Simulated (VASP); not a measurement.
Here is the system:

```
ZnTe
1.0
    0.00000     3.09193     3.09193
    3.09193     0.00000     3.09193
    3.09193     3.09193     0.00000
Zn Te
1 1
Direct
  0.00000   0.00000   0.00000
  0.25000   0.25000   0.25000
```

The numbers are results of PBE GGA, VASP's PBE PAW potentials (set 64) (plane waves; VASP), not measurements. Run with 520 eV cut-off, Gaussian smearing of 0.050 eV, potentials Zn Te.

Unless said otherwise, spin-orbit coupling is left out, though it shifts the bands of the heavy elements here.

### Question
Give the energies of bands 2 to 12 at the high-symmetry points, in eV from the valence-band maximum.

### Answer

| band | Γ | X | U | L | W |
|---|---|---|---|---|---|
| 2 | -6.78 | -6.70 | -6.70 | -6.72 | -6.69 |
| 3 | -6.78 | -6.64 | -6.66 | -6.72 | -6.67 |
| 4 | -6.78 | -6.64 | -6.61 | -6.56 | -6.59 |
| 5 | -6.57 | -6.54 | -6.56 | -6.56 | -6.58 |
| 6 | -6.57 | -6.37 | -6.33 | -6.43 | -6.31 |
| 7 | 0.00 | -4.80 | -4.68 | -4.92 | -4.66 |
| 8 | 0.00 | -2.03 | -2.87 | -0.83 | -2.65 |
| 9 | 0.00 | -2.03 | -1.69 | -0.83 | -2.42 |
| 10 | 1.06 | 2.30 | 2.70 | 1.73 | 4.37 |
| 11 | 4.43 | 2.50 | 4.69 | 5.08 | 4.87 |
| 12 | 4.43 | 9.55 | 7.60 | 5.08 | 5.74 |

The gap is direct, 1.06 eV, from the valence maximum at Γ to the conduction minimum at Γ.

Measured: gap 2.43 eV (computed value off by -1.37 eV), as given by Anna Miglio et al., npj Computational Materials (2020), arXiv:2011.12765 [zero-point renormalisation of 40 meV (experimental, the table's column) added back].

The compound is ZnTe in the zinc blende structure. It was relaxed first.
